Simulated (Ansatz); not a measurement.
# AlNi: the cost of one run

Program: Ansatz 0.2.0. Level of theory: DFT LDA, scalar-relativistic, plane waves, PAW. These are calculated values, not measurements.

2 further runs of the same task are left out: 2 set aside as unsound or not needed.

### Step 1. The starting structure

Symmetry: Pm-3m, No. 221, cubic system. Conventional cell: a = 2.833 Å, b = 2.833 Å, c = 2.833 Å, α = 90.00°, β = 90.00°, γ = 90.00°. Al (site symmetry m-3m) has 8 Ni at 2.45 Å as nearest neighbours. Around Ni (site symmetry m-3m) lie 8 Al at 2.45 Å.

Structure file:

```cif
data_structure
_symmetry_space_group_name_H-M 'Pm-3m'
_symmetry_Int_Tables_number 221
_cell_length_a 2.8326
_cell_length_b 2.8326
_cell_length_c 2.8326
_cell_angle_alpha 90.000
_cell_angle_beta 90.000
_cell_angle_gamma 90.000
_cell_volume 22.73
loop_
_atom_site_label
_atom_site_type_symbol
_atom_site_symmetry_multiplicity
_atom_site_Wyckoff_symbol
_atom_site_fract_x
_atom_site_fract_y
_atom_site_fract_z
_atom_site_occupancy
Al1 Al 1 a 0.00000 0.00000 0.00000 1
Ni1 Ni 1 b 0.50000 0.50000 0.50000 1
```

It is the result of an earlier relaxation at this level (volume 11.36 Å³/atom; gap on the mesh: none (metal)).

### Step 2. Cutting the slab

Planes are indexed in the bulk's conventional cell (Pm-3m (No. 221)), a = 2.833 Å, b = 2.833 Å, c = 2.833 Å, α = 90.00°, β = 90.00°, γ = 90.00°.

A (110) slab, 6.0 Å thick as cut, with 17 Å of vacuum, in a 2×1 surface cell; its outer planes are AlNi (top) and AlNi (bottom).

The slab as cut. Layers, bottom to top:

```csv
plane,atoms per cell,height over the lowest (Å)
1,Al2Ni2,0.00
2,Al2Ni2,2.00
3,Al2Ni2,4.01
4,Al2Ni2,6.01
```

### Step 3. The clean surface, relaxed

File input.yaml:

```yaml
crystal:
  lattice:
    - [5.6652330149, 0.0, 0.0]
    - [0.0, 4.0059246819, 0.0]
    - [0.0, 0.0, 23.0088870228]
  atoms:
    - { symbol: Al, position: [0.0, 0.5, 0.3694224754] }
    - { symbol: Al, position: [0.5, 0.5, 0.3694224754] }
    - { symbol: Ni, position: [0.25, 0.0, 0.3694224754] }
    - { symbol: Ni, position: [0.75, 0.0, 0.3694224754] }
    - { symbol: Al, position: [0.0, 0.0, 0.4564741585] }
    - { symbol: Al, position: [0.5, 0.0, 0.4564741585] }
    - { symbol: Ni, position: [0.25, 0.5, 0.4564741585] }
    - { symbol: Ni, position: [0.75, 0.5, 0.4564741585] }
    - { symbol: Al, position: [0.0, 0.5, 0.5435258415] }
    - { symbol: Al, position: [0.5, 0.5, 0.5435258415] }
    - { symbol: Ni, position: [0.25, 0.0, 0.5435258415] }
    - { symbol: Ni, position: [0.75, 0.0, 0.5435258415] }
    - { symbol: Al, position: [0.0, 0.0, 0.6305775246] }
    - { symbol: Al, position: [0.5, 0.0, 0.6305775246] }
    - { symbol: Ni, position: [0.25, 0.5, 0.6305775246] }
    - { symbol: Ni, position: [0.75, 0.5, 0.6305775246] }
basis:
  ecutwfc: 420
kpoints:
  mp_grid: { grid: [5, 7, 1] }
hamiltonian:
  xc: lda
scf:
  occupations: { method: gaussian, width: 0.1 }
output:
  forces: true
  eigenvalues: true
  write_density: true
  write_potential: true
  elf: true
  volumetric_format: npy
relax:
  adjacent_minimum: "off"
  f_tol: 0.03
  max_steps: 70
  constraints: [{ sites: [0, 1, 2, 3, 4, 5, 6, 7] }]
efield:
  axis: 3
  dipole_correction: true
```

Launch:

```
$ ansatz run input.yaml --threads 2 --pin off --max-ram 5120MiB --backend cpu --events-out ev --progress --plain --runs-dir out
```

**Question.** How long does this run take on 2 threads of Arm Neoverse V1, shared host, and how much memory does it need?

About 4.6 min, with a peak of 1.1 GiB.
